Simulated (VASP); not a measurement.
Wanted: the native input for a VASP 6.6.1 run.

```
Task                    : density of states
Functional              : PBE
Potentials or basis     : VASP PAW PBE potentials, release 64 (Pt)
Cutoff                  : 520 eV
k mesh                  : 18 × 18 × 18
Occupations             : gaussian, width 0.1 eV
Spin                    : no spin polarisation
k mesh for the DOS      : 27 × 27 × 27
Occupations for the DOS : tetrahedron
Further INCAR settings  : ALGO = Normal; EDIFF = 1e-07; NBANDS = 11
```

Pt:

```
Pt
1.0
     0.00000    1.96090    1.96090
     1.96090    0.00000    1.96090
     1.96090    1.96090    0.00000
Pt
1
Direct
  0.00000 0.00000 0.00000
```

One way to write it, as run:

POSCAR

```
Pt
1.0
    0.0000000000      1.9609000000      1.9609000000
    1.9609000000      0.0000000000      1.9609000000
    1.9609000000      1.9609000000      0.0000000000
Pt
1
Direct
    0.0000000000      0.0000000000      0.0000000000
```

INCAR.step1

```
SYSTEM = Pt
PREC = Accurate ; ENCUT = 520
EDIFF = 1E-7 ; ISMEAR = 0
SIGMA = 0.1 ; LREAL = .FALSE.
LASPH = .TRUE. ; NELM = 60
ALGO = Normal ; ISIF = 2
LWAVE = .FALSE. ; LCHARG = .TRUE.
LMAXMIX = 4 ; GGA = PE
NBANDS = 11
```

KPOINTS.step1

```
regular mesh
0
G
  18 18 18
  0 0 0
```

INCAR.step2

```
SYSTEM = Pt
PREC = Accurate ; ENCUT = 520
EDIFF = 1E-7 ; ISMEAR = -5
SIGMA = 0.1 ; LREAL = .FALSE.
LASPH = .TRUE. ; NELM = 60
ALGO = Normal ; ISIF = 2
LWAVE = .FALSE. ; LCHARG = .FALSE.
LMAXMIX = 4 ; GGA = PE
LORBIT = 11 ; NBANDS = 11
NEDOS = 1001 ; ICHARG = 11
```

KPOINTS.step2

```
regular mesh
0
G
  27 27 27
  0 0 0
```

Potentials or basis: VASP PAW PBE potentials, release 64 (Pt).

Run with:

```sh
$ cat potpaw_PBE.64/Pt/POTCAR > POTCAR
$ cp INCAR.step1 INCAR
$ cp KPOINTS.step1 KPOINTS
$ mpirun -np 1 vasp_std > vasp.out
$ cp INCAR.step2 INCAR
$ cp KPOINTS.step2 KPOINTS
$ mpirun -np 1 vasp_std > vasp.out
```

Results of the run:

```
Valence electrons inside the program's atomic spheres : Pt 9.30
```

It took 36 s on 1 thread of Intel(R) Xeon(R) Platinum 8488C (Sapphire Rapids), on a shared host, peak memory 0.21 GiB.
